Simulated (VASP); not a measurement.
Write the native input for VASP 6.6.1 that does the following.

- Task: relaxation of cell and atoms
- Functional: PBE
- Potentials or basis: VASP PAW PBE potentials, release 64 (Ta_pv, N)
- Cutoff: 520 eV
- k mesh: 4 × 4 × 4
- Occupations: gaussian, width 0.02 eV
- Spin: no spin polarisation
- Further INCAR settings: ALGO = Fast; EDIFF = 1e-07; IBRION = 2; EDIFFG = -0.002; NSW = 80; ISIF = 3

The structure of TaN lies in POSCAR:

```
TaN
1.0
    0.0000000000      2.2113230000      2.2113230000
    2.2113230000      0.0000000000      2.2113230000
    2.2113230000      2.2113230000      0.0000000000
Ta N
1 1
Direct
    0.5000000000      0.5000000000      0.5000000000
    0.0000000000      0.0000000000      0.0000000000
```

The cell comes from a database or a generator and needn't be the stable form of this composition.

The input as run:

INCAR

```
PREC = Accurate
ENCUT = 520
EDIFF = 1E-7
ISMEAR = 0
SIGMA = 0.02
LREAL = False
LASPH = True
NELM = 80
ALGO = Fast
ISIF = 3
LWAVE = False
LCHARG = False
GGA = PE
IBRION = 2
NSW = 80
EDIFFG = -0.002
```

KPOINTS

```
regular mesh
0
Gamma
  4 4 4
```

Potentials or basis: VASP PAW PBE potentials, release 64 (Ta_pv, N).

Run with:

```sh
$ cat potpaw_PBE.64/Ta_pv/POTCAR potpaw_PBE.64/N/POTCAR > POTCAR
$ mpirun -np 1 vasp_std > vasp.out
```

It gave:

```
Relaxed volume                         : 10.83 Å³/atom
Relaxed cell                           : a = 3.129 Å, b = 3.129 Å, c = 3.129 Å, α = 60.00°, β = 60.00°, γ = 60.00°
Space group after relaxing (to 0.05 Å) : Fm-3m (No. 225)
Energy gained by relaxing              : 0.0 meV/atom
Ionic steps                            : 3
Pressure after relaxing                : 0.0 GPa
Band gap on the k mesh                 : none (metal or under the smearing width)
```

Caveat: the k mesh is coarse (spacing up to 0.62 Å⁻¹), so the values aren't converged.

Wall time 4.9 s on 1 thread of Intel(R) Xeon(R) 6975P-C (Granite Rapids), with other jobs on the host, peak memory 0.14 GiB.
